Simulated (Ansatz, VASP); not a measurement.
# TiIn2: VASP beside Ansatz

Aim: how closely do two programs agree when they are given the same cell, functional and k mesh? The cell is generated by rule, not measured, and may not be a known phase. The cell is taken from a series of runs on this material, whose earlier steps may have relaxed, scaled, displaced or heated it; both programs get it as it stands.

Method: plane waves, with VASP 6.6.1 beside it; single point at PBEsol, in Ansatz 0.2.0.

The structure was built from a prototype and need not be the compound's stable phase.

## 1. Set-up

The structure is orthorhombic, space group Imma (No. 74). Conventional cell: a = 8.420 Å, b = 11.858 Å, c = 4.861 Å, α = 90.00°, β = 90.00°, γ = 90.00°. Nearest to Ti lie 2 Ti at 2.96 to 2.98 Å and 12 In at 3.07 to 3.28 Å. In has 5 In at 2.76 to 2.96 Å and 6 Ti at 3.09 to 3.26 Å nearest. Nearest to In lie 5 In at 2.81 to 2.96 Å and 6 Ti at 3.07 to 3.28 Å. Farther neighbours are not listed.

Coordinates:

```cif
data_structure
_symmetry_space_group_name_H-M 'P 1'
_symmetry_Int_Tables_number 1
_cell_length_a 4.8611
_cell_length_b 7.6670
_cell_length_c 7.6670
_cell_angle_alpha 101.303
_cell_angle_beta 71.517
_cell_angle_gamma 71.517
_cell_volume 242.67
loop_
_atom_site_label
_atom_site_type_symbol
_atom_site_fract_x
_atom_site_fract_y
_atom_site_fract_z
_atom_site_occupancy
Ti1 Ti 0.02880 0.00000 0.00000 1
Ti2 Ti 0.97120 0.75000 0.25000 1
Ti3 Ti 0.97120 0.50000 0.50000 1
Ti4 Ti 0.02880 0.25000 0.75000 1
In5 In 0.33904 0.29167 0.04167 1
In6 In 0.33333 0.04167 0.29167 1
In7 In 0.32762 0.79167 0.54167 1
In8 In 0.33333 0.54167 0.79167 1
In9 In 0.66096 0.45833 0.20833 1
In10 In 0.66667 0.20833 0.45833 1
In11 In 0.67238 0.95833 0.70833 1
In12 In 0.66667 0.70833 0.95833 1
```

## 2. Ansatz: single point, PBEsol, pair 1

Ansatz runs on its default PAW (the set named soft_2) files.

With cell and atoms fixed, the geometry can't cause a difference; cores, projectors, grids and the points listed under the comparison can.

input.yaml reads:

```yaml
crystal:
  lattice:
    - [-4.8611268095, 0.0, 0.0]
    - [-2.4305634048, -4.2098593081, -5.9289330673]
    - [-2.4305634048, -4.2098593081, 5.9289330673]
  atoms:
    - { symbol: Ti, position: [0.028799907, 0.0, 0.0] }
    - { symbol: Ti, position: [-0.028799907, 0.75, 0.25] }
    - { symbol: Ti, position: [-0.028799907, 0.5, 0.5] }
    - { symbol: Ti, position: [0.028799907, 0.25, 0.75] }
    - { symbol: In, position: [0.3390428679, 0.2916666667, 0.0416666667] }
    - { symbol: In, position: [0.3333333333, 0.0416666667, 0.2916666667] }
    - { symbol: In, position: [0.3276237988, 0.7916666667, 0.5416666667] }
    - { symbol: In, position: [0.3333333333, 0.5416666667, 0.7916666667] }
    - { symbol: In, position: [0.6609571321, 0.4583333333, 0.2083333333] }
    - { symbol: In, position: [0.6666666667, 0.2083333333, 0.4583333333] }
    - { symbol: In, position: [0.6723762012, 0.9583333333, 0.7083333333] }
    - { symbol: In, position: [0.6666666667, 0.7083333333, 0.9583333333] }
kpoints:
  mp_grid: { grid: [8, 8, 8] }
hamiltonian:
  xc: pbesol
scf:
  occupations: { method: methfessel_paxton, width: 0.15 }
output:
  forces: true
  stress: true
  eigenvalues: true
```

On the command line:

```bash
$ ansatz run input.yaml --threads 8 --pin off --max-ram 14336MiB --backend cpu --events-out ev --progress --plain --runs-dir out
```

Numbers of over 12 decimals in the logs are rounded to 6 here.

What it wrote:

```text
Engine: ansatz 0.2.0, aarch64-unknown-linux-gnu
Pseudopotentials: kind: paw
Pseudopotential: Ti, paw, valence charge 12, recommended cutoff 420 eV (normal), Ti.paw.azcp
Pseudopotential: In, paw, valence charge 13, recommended cutoff 420 eV (normal), In.paw.azcp
Functional definition: PBEsol
  exchange = pbesol_x
  correlation = pbesol_c
Crystal: 12 atoms, lattice volume = 242.667 Å³
Basis set: ecut = 420 eV, 4721 PW (Γ), exchange–correlation on 72×108×108 points (8 copies of the dense FFT grid, shifted against one another)
Bands: 92, of which v1, the nominal top of the filled ones, is band 76 counted from 1 (75 counted from 0)
Symmetry: 8 space group operations
Space group: Imma (ITA 74), of the structure as read, at distance tolerance 6.2e-5 Å
k-points: 95 of 512
Non-local potential: Ti, projectors of the file, l = 0: 3, l = 1: 2, l = 2: 3, l = 3: 1
Non-local potential: In, projectors of the file, l = 0: 2, l = 1: 2, l = 2: 2, l = 3: 2
PAW form: soft (Blöchl's): semilocal exchange-correlation on the pseudo side does not see the compensation charge
PAW frozen core: Ti, regenerated for the run's functional, and the local potential with it (the file was generated under x = pbe(κ = 0.804, μ = 0.219515), c = pbe(β = 0.066725))
PAW frozen core: In, regenerated for the run's functional, and the local potential with it (the file was generated under x = pbe(κ = 0.804, μ = 0.219515), c = pbe(β = 0.066725))
PAW one-centre angular grid: Ti, 590 points (default); XC on 64 Gauss nodes
PAW one-centre angular grid: In, 590 points (default); XC on 64 Gauss nodes
Initial density: superposition of atomic densities (neutral atoms: chi_scale 0, normalization atom), corrected by the library's trained network
Initial wavefunctions: pseudopotential atomic-orbital guess
Functional: x = pbesol(κ = 0.804, μ = 0.123457), c = pbesol(β = 0.046)
SCF iter   1: F=—  HF=-54098.443623 eV  |F-HF|=—  |Δ(HF+E_count)|=         —  Δρ=8.51e-3  dr2=2.16e-1  ethr=1.77e-3  ⟨swp⟩=6.4  Hψ=35926  notcnv=0
preconditioner: auto → Kerker (q_TF=auto, 2.524 Å⁻¹)  [metal: Δε(μ)=0.001 eV  Ē_g=12.214 eV  σ=0.150 eV  W_gap=0.01  n_scr=50 (ndim 8)  ℏωp=26.1 eV  f_vac=0.000  D(μ)=15.17/eV (n_scr^D=164)]
SCF iter   2: F=—  HF=-54098.410636 eV  |F-HF|=—  |Δ(HF+E_count)|=   3.30e-2  S|Δr|=    0.00e0  Δρ=3.75e-3  dr2=5.19e-2  ethr=1.42e-4  ⟨swp⟩=1.0  Hψ=10074  notcnv=0  defer=1
SCF iter   3: F=—  HF=-54098.402403 eV  |F-HF|=—  |Δ(HF+E_count)|=   8.23e-3  S|Δr|=    0.00e0  Δρ=5.92e-4  dr2=1.09e-3  ethr=3.41e-5  ⟨swp⟩=2.0  Hψ=9448  notcnv=0  defer=1
SCF iter   4: F=—  HF=-54098.402221 eV  |F-HF|=—  |Δ(HF+E_count)|=   1.82e-4  S|Δr|=    0.00e0  Δρ=2.10e-4  dr2=1.53e-4  ethr=7.15e-7  ⟨swp⟩=2.0  Hψ=14493  notcnv=0  defer=1
SCF iter   5: F=—  HF=-54098.402188 eV  |F-HF|=—  |Δ(HF+E_count)|=   3.29e-5  S|Δr|=    0.00e0  Δρ=5.65e-5  dr2=1.02e-5  ethr=1.00e-7  ⟨swp⟩=2.0  Hψ=10085  notcnv=0  defer=1
SCF iter   6: F=—  HF=-54098.402271 eV  |F-HF|=—  |Δ(HF+E_count)|=   8.25e-5  S|Δr|=    0.00e0  Δρ=1.74e-5  dr2=6.56e-7  ethr=6.70e-9  ⟨swp⟩=2.9  Hψ=16957  notcnv=0  defer=4
SCF iter   7: F=-54098.402271 eV  HF=-54098.402271 eV  |F-HF|=4.15e-8  |Δ(HF+E_count)|=   1.34e-7  S|Δr|=    0.00e0  Δρ=5.43e-6  dr2=7.20e-8  ethr=6.58e-11  ⟨swp⟩=10.1  Hψ=35414  notcnv=0
SCF 1 converged in 7 iterations: F = -54098.402271 eV  dr2 = 7.20e-8
  greatest PAW one-centre occupation: 0.999 electrons in one spin orbital (limit 2), on the Ti atom at site 3 (counted from 0), in its partial waves of l = 0
SCF converged after 7 iterations
Stability not checked: this state was not tested for a lower state beside it, because cold or Methfessel-Paxton smearing, or corrected tetrahedra, fill the levels in a way that the test cannot read (fill_not_monotonic; see scf.lower_state_search)
Free energy (F): -54098.402271 eV
Harris-Foulkes:  -54098.402271 eV  (|F-HF|=4.15e-8)
Internal energy: -54098.394683 eV  (E = F + TS)
E sigma→0 (E₀):  -54098.400374 eV
Entropy (-TS):   -0.007587 eV (-0.632 meV/atom)
Fermi energy:    13.115360 eV
--- Per-component energies (eV) ---
  E_band       = -567.060501
  E_kinetic    = 3043.856702
  E_local      = -11004.929559  (includes V_loc(G=0)·N_el)
  E_nonlocal   = 2984.992674
  E_hartree    = 4403.003358
  E_xc         = -2101.773696
  E_vxc        = -1294.758740  (∫ρ·V_xc dr)
  E_paw        = -36760.597495  (= ΣΔE_a)
  E_vpaw       = -3102.233798  (= ΣTr[D̂ρ^β])
  E_aug_tail   = 0.000661  (compensation charges beyond the density's cutoff)
  E_ewald      = -14665.392085
  E_core_change = 2.444757  (= ΣΔE_core)
  E_smearing   = -0.007587  (= −TS)
  E_closure    = -0.000000  (closes the sum)
  Σ components = -54098.402271   (vs F -54098.402271, Δ=0.00e0)
--- Forces (eV/Å), atoms counted from 1 ---
  atom   1  Ti     0.04604223    -0.00000000    -0.00838585
  atom   2  Ti    -0.04604223     0.00000000     0.00838585
  atom   3  Ti    -0.04604223     0.00000000    -0.00838585
  atom   4  Ti     0.04604223    -0.00000000     0.00838585
  atom   5  In    -0.02028239    -0.01845264     0.00000000
  atom   6  In    -0.00000000    -0.01284418     0.00000000
  atom   7  In     0.02028239    -0.01845264     0.00000000
  atom   8  In    -0.00000000    -0.01284418     0.00000000
  atom   9  In     0.02028239     0.01845264     0.00000000
  atom  10  In     0.00000000     0.01284418    -0.00000000
  atom  11  In    -0.02028239     0.01845264     0.00000000
  atom  12  In     0.00000000     0.01284418     0.00000000
  max |Σ_I F_I| component: 4.34e-18 eV/Å
--- Stress (GPa, compression-positive) ---
        0.523835      -0.000000       0.000000
       -0.000000      -0.373214       0.000000
        0.000000       0.000000       0.399171
  P = ⅓ Tr σ = 0.1833 GPa (1.833 kbar)
--- Band table (eV; the first three rows and the last of 95) ---
  k-point 0: bands = [... 72 lower, 12.3804, 13.2799, 13.3292, 13.4181, 13.5248, 13.5315, 13.5620, 13.5817, ... 12 higher]
  k-point 1: bands = [... 72 lower, 12.3291, 12.8916, 13.2314, 13.3312, 13.4468, 13.5062, 13.5482, 13.7028, ... 12 higher]
  k-point 2: bands = [... 72 lower, 12.3548, 12.3991, 12.7674, 13.1853, 13.3801, 13.4135, 13.5085, 13.6706, ... 12 higher]
  k-point 94: bands = [... 72 lower, 12.1460, 12.1460, 13.1213, 13.1213, 13.2603, 13.2603, 13.7537, 13.7537, ... 12 higher]
```

The run ends at a pressure of 0.18 GPa, with forces up to 0.047 eV/Å.

## 3. VASP: single point, PBEsol, pair 1

The same cell, functional, mesh and smearing now go to VASP, with its own data sets.

Lines of VASP's logs that name or quote its potential files are left out, and so is its time.

INCAR reads:

```
SYSTEM = TiIn2
PREC = Accurate
ENCUT = 500
EDIFF = 1E-06
NELM = 120
ISMEAR = 1
SIGMA = 0.15
LREAL = .FALSE.
ALGO = Normal
GGA = PS
NBANDS = 94
LASPH = .TRUE.
LORBIT = 11
LWAVE = .FALSE.
LCHARG = .FALSE.
ISIF = 2
GGA_COMPAT = .FALSE.
KPAR = 2
```

POSCAR reads:

```
TiIn2
1.0
   -4.8611268095      0.0000000000      0.0000000000
   -2.4305634048     -4.2098593081     -5.9289330673
   -2.4305634048     -4.2098593081      5.9289330673
Ti In
4 8
Direct
    0.0287999070      0.0000000000      0.0000000000
    0.9712000930      0.7500000000      0.2500000000
    0.9712000930      0.5000000000      0.5000000000
    0.0287999070      0.2500000000      0.7500000000
    0.3390428678      0.2916666667      0.0416666667
    0.3333333333      0.0416666667      0.2916666667
    0.3276237987      0.7916666667      0.5416666667
    0.3333333333      0.5416666667      0.7916666667
    0.6609571322      0.4583333333      0.2083333333
    0.6666666667      0.2083333333      0.4583333333
    0.6723762012      0.9583333333      0.7083333333
    0.6666666667      0.7083333333      0.9583333333
```

KPOINTS reads:

```
Automatic mesh
0
Gamma
8 8 8
0 0 0
```

The projector-augmented-wave data sets are Ti_sv and In_d (PBE family, release 64).

On the command line:

```bash
$ mpirun -np 2 vasp_std
```

What it wrote:

```text
[banner, memory and clock lines left out]
running    2 mpi-ranks, on    1 nodes
 distrk:  each k-point on    1 cores,    2 groups
 distr:  one band on    1 cores,    1 groups

 POSCAR found type information on POSCAR TiIn
 POSCAR found :  2 types and      12 ions
|                                                                             |
|               ----> ADVICE to this user running VASP <----                  |
|                                                                             |
|     You enforced a specific xc type in the INCAR file but a different       |
|     [... a line on the potential file left out ...]
|     I HOPE YOU KNOW WHAT YOU ARE DOING!                                     |
|                                                                             |

 LDA part: xc-table for (Slater+PW92), standard interpolation
 POSCAR, INCAR and KPOINTS ok, starting setup
 FFT: planning ... GRIDC
 FFT: planning ... GRID_SOFT
 FFT: planning ... GRID
 WAVECAR not read
 entering main loop
       N       E                     dE             d eps       ncg     rms          rms(c)
DAV:   1     0.198571696933E+04    0.19857E+04   -0.67614E+04 17860   0.226E+03
DAV:   2     0.277057786770E+03   -0.17087E+04   -0.16752E+04 17860   0.649E+02
DAV:   3    -0.241468840623E+02   -0.30120E+03   -0.29060E+03 19212   0.261E+02
DAV:   4    -0.612322659169E+02   -0.37085E+02   -0.36051E+02 26098   0.823E+01
DAV:   5    -0.645016917606E+02   -0.32694E+01   -0.32429E+01 28088   0.194E+01    0.225E+01
DAV:   6    -0.605805146801E+02    0.39212E+01   -0.78310E+01 23602   0.282E+01    0.145E+01
DAV:   7    -0.571483180957E+02    0.34322E+01   -0.25685E+01 22514   0.199E+01    0.750E+00
DAV:   8    -0.567547346160E+02    0.39358E+00   -0.29287E+00 20128   0.717E+00    0.161E+00
DAV:   9    -0.567634994095E+02   -0.87648E-02   -0.35486E-01 24194   0.270E+00    0.129E+00
DAV:  10    -0.567629798321E+02    0.51958E-03   -0.14673E-02 27904   0.534E-01    0.892E-01
DAV:  11    -0.567608520457E+02    0.21278E-02   -0.12159E-02 24010   0.451E-01    0.150E-01
DAV:  12    -0.567607253268E+02    0.12672E-03   -0.14823E-03 25488   0.235E-01    0.658E-02
DAV:  13    -0.567607386571E+02   -0.13330E-04   -0.20116E-04 24192   0.735E-02    0.135E-02
DAV:  14    -0.567607408197E+02   -0.21627E-05   -0.15429E-05 25160   0.205E-02    0.109E-02
DAV:  15    -0.567607429614E+02   -0.21417E-05   -0.24501E-06 16632   0.725E-03    0.243E-03
DAV:  16    -0.567607427919E+02    0.16950E-06   -0.51323E-07 11152   0.508E-03
   1 F= -.56760743E+02 E0= -.56758100E+02  d E =-.792827E-02
```

From OUTCAR (step 3):

```text
ion  position               nearest neighbor table
   1  0.029  0.000  0.000-  12 3.07   6 3.07  11 3.09   5 3.09  10 3.18   8 3.18   9 3.18   7 3.18
                             5 3.26  11 3.26   6 3.28  12 3.28
   2  0.971  0.750  0.250-   6 3.07  12 3.07   9 3.09   7 3.09   8 3.18  10 3.18   5 3.18  11 3.18
                             7 3.26   9 3.26  12 3.28   6 3.28
   3  0.971  0.500  0.500-   8 3.07  10 3.07   9 3.09   7 3.09   6 3.18  12 3.18   5 3.18  11 3.18
                             7 3.26   9 3.26  10 3.28   8 3.28
   4  0.029  0.250  0.750-  10 3.07   8 3.07  11 3.09   5 3.09  12 3.18   6 3.18   9 3.18   7 3.18
                             5 3.26  11 3.26   8 3.28  10 3.28
   5  0.339  0.292  0.042-   9 2.76  11 2.81   9 2.85   8 2.96   6 2.96   4 3.09   1 3.09   2 3.18
                             3 3.18   4 3.26   1 3.26
   6  0.333  0.042  0.292-  10 2.81  10 2.81  12 2.81   5 2.96   7 2.96   2 3.07   1 3.07   3 3.18
                             4 3.18   1 3.28   2 3.28
   7  0.328  0.792  0.542-  11 2.76   9 2.81  11 2.85   8 2.96   6 2.96   3 3.09   2 3.09   4 3.18
                             1 3.18   2 3.26   3 3.26
   8  0.333  0.542  0.792-  12 2.81  12 2.81  10 2.81   5 2.96   7 2.96   3 3.07   4 3.07   2 3.18
                             1 3.18   4 3.28   3 3.28
   9  0.661  0.458  0.208-   5 2.76   7 2.81   5 2.85  10 2.96  12 2.96   2 3.09   3 3.09   1 3.18
                             4 3.18   2 3.26   3 3.26
  10  0.667  0.208  0.458-   6 2.81   6 2.81   8 2.81   9 2.96  11 2.96   4 3.07   3 3.07   1 3.18
                             2 3.18   3 3.28   4 3.28
  11  0.672  0.958  0.708-   7 2.76   5 2.81   7 2.85  10 2.96  12 2.96   1 3.09   4 3.09   2 3.18
                             3 3.18   1 3.26   4 3.26
  12  0.667  0.708  0.958-   8 2.81   8 2.81   6 2.81   9 2.96  11 2.96   1 3.07   2 3.07   4 3.18
                             3 3.18   2 3.28   1 3.28

  LATTYP: Found a body centered orthorhombic cell.
 ALAT       =     4.8611268095
 B/A-ratio  =     1.7320508076
 C/A-ratio  =     2.4393245845

 Subroutine GETGRP returns: Found  8 space group operations
 (whereof  2 operations were pure point group operations)

The static configuration has the point symmetry C_1h.
 The point group associated with its full space group is D_2h.

 Found     95 irreducible k-points:

   k-points           NKPTS =     95   k-points in BZ     NKDIM =     95   number of bands    NBANDS=     94

   dimension x,y,z NGX =    36 NGY =   56 NGZ =   56
   dimension x,y,z NGXF=    72 NGYF=  112 NGZF=  112

   ENCUT  =  500.0 eV  36.75 Ry    6.06 a.u.   8.86 13.98 13.98*2*pi/ulx,y,z

   NELECT =     152.0000    total number of electrons

 k-points in reciprocal lattice and weights: Automatic mesh
   0.00000000  0.00000000  0.00000000       0.002
   0.12500000  0.00000000  0.00000000       0.008
   0.25000000  0.00000000  0.00000000       0.008
   0.37500000  0.00000000  0.00000000       0.008
   0.50000000  0.00000000  0.00000000       0.004
   0.00000000  0.12500000 -0.00000000       0.008
   0.12500000  0.12500000 -0.00000000       0.008
   0.25000000  0.12500000  0.00000000       0.016
   0.37500000  0.12500000  0.00000000       0.016
[...]
0.00000000 -0.37500000  0.37500000       0.004
   0.00000000  0.50000000  0.50000000       0.002

 average (electrostatic) potential at core
       1 -71.6429       2 -71.6429       3 -71.6429       4 -71.6429       5 -91.7878
       6 -91.7821       7 -91.7878       8 -91.7821       9 -91.7878      10 -91.7821
      11 -91.7878      12 -91.7821

 E-fermi :   9.3491

 k-point     1 :       0.0000    0.0000    0.0000
  band No.  band energies     occupation
    ...
     69       8.0794      2.00000
     70       8.1230      2.00000
     71       8.3797      2.00000
     72       8.5591      2.00000
     73       8.6167      2.00000
     74       9.5145     -0.06556
     75       9.5633     -0.06139
     76       9.6486     -0.01614
     77       9.7602     -0.00074
     78       9.7620     -0.00070
    ...

 k-point     2 :       0.1250    0.0000    0.0000
  band No.  band energies     occupation
    ...
     72       8.5964      2.00000
     73       8.6402      2.00000
     74       9.2381      1.94594
     75       9.3125      1.39971
     76       9.3470      1.02373
     77       9.7672     -0.00058
     78       9.7927     -0.00024
     79       9.8143     -0.00010
     80       9.8402     -0.00004
     81      10.0386     -0.00000
    ...

 k-point     3 :       0.2500    0.0000    0.0000
  band No.  band energies     occupation
    ...
     72       8.9425      2.00086
     73       8.9997      2.00480
     74       9.0328      2.01108
     75       9.0988      2.03986
     76       9.2865      1.64227
     77       9.6381     -0.02010
     78       9.8213     -0.00008
     79       9.8297     -0.00006
     80       9.9439     -0.00000
     81      10.1194     -0.00000
    ...

  Total        0.8236514     -0.5555437      0.6966095     -0.0000000      0.0000000      0.0000000
  in kB        5.4380470     -3.6679019      4.5992702     -0.0000000      0.0000000      0.0000000
  external PRESSURE =       2.1231384 kB  Pullay stress =       0.0000000 kB

  energy-cutoff  :      500.00
  volume of cell :      242.67
      direct lattice vectors                 reciprocal lattice vectors
    -4.861126809  0.000000000  0.000000000    -0.205713621  0.118768815  0.000000000
    -2.430563405 -4.209859308 -5.928933067     0.000000000 -0.118768815 -0.084332205
    -2.430563405 -4.209859308  5.928933067     0.000000000 -0.118768815  0.084332205

 POSITION                                       TOTAL-FORCE (eV/Angst)
 -----------------------------------------------------------------------------------
     -0.14000      0.00000      0.00000         0.047795      0.000000     -0.008298
     -7.15169     -4.20986     -2.96447        -0.047795      0.000000      0.008298
     -7.15169     -4.20986      0.00000        -0.047795      0.000000     -0.008298
     -2.57056     -4.20986      2.96447         0.047795      0.000000      0.008298
     -2.45832     -1.40329     -1.48223        -0.019679     -0.018473      0.000000
     -2.43056     -1.40329      1.48223        -0.000000     -0.012898      0.000000
     -4.83337     -5.61315     -1.48223         0.019679     -0.018473      0.000000
     -4.86113     -5.61315      1.48223        -0.000000     -0.012898      0.000000
     -4.83337     -2.80657     -1.48223         0.019679      0.018473      0.000000
     -4.86113     -2.80657      1.48223         0.000000      0.012898      0.000000
     -7.31944     -7.01643     -1.48223        -0.019679      0.018473      0.000000
     -7.29169     -7.01643      1.48223         0.000000      0.012898      0.000000
 -----------------------------------------------------------------------------------
    total drift:                               -0.000000     -0.000000      0.000000

  FREE ENERGIE OF THE ION-ELECTRON SYSTEM (eV)
  ---------------------------------------------------
  free  energy   TOTEN  =       -56.7607427919 eV

  energy  without entropy=      -56.7528145201  energy(sigma->0) =      -56.75810003

 total charge
# of ion       s       p       d       tot
------------------------------------------
    1        2.157   6.059   1.914  10.130
    2        2.157   6.059   1.914  10.130
    3        2.157   6.059   1.914  10.130
    4        2.157   6.059   1.914  10.130
    5        0.874   0.837   9.867  11.578
    6        0.875   0.835   9.868  11.578
    7        0.874   0.837   9.867  11.578
    8        0.875   0.835   9.868  11.578
    9        0.874   0.837   9.867  11.578
   10        0.875   0.835   9.868  11.578
   11        0.874   0.837   9.867  11.578
   12        0.875   0.835   9.868  11.578
--------------------------------------------------
tot         15.625  30.923  86.599 133.147

[... 3 further parts left out ...]
```

The PAW data sets were made with PBE, which is usual practice but a small mismatch for other functionals.

## 4. Differences

Known differences besides the potentials themselves: the cutoff is 420 eV in Ansatz and 500 eV in VASP; Ansatz makes its cores anew for this functional, VASP keeps those of its PBE data sets. Total energies have different zeros and are not compared.

Both answers:

```csv
quantity,Ansatz,VASP,difference
pressure (GPa),0.18,0.21,-0.03
```

[end of part 1 of 2]

[Lines on the potential files, build, host, timing and source positions are cut from VASP's logs without a mark.]

[Logs are printed without paths, hosts, clocks, repeated set-up lines and the standing remarks that a program may print on its own settings, such as how far it seeks lower states.]

[Hosts, paths, dates, database ids (printed as entryN), source tags and the programs' standing remarks are cut or masked in the printed files.]
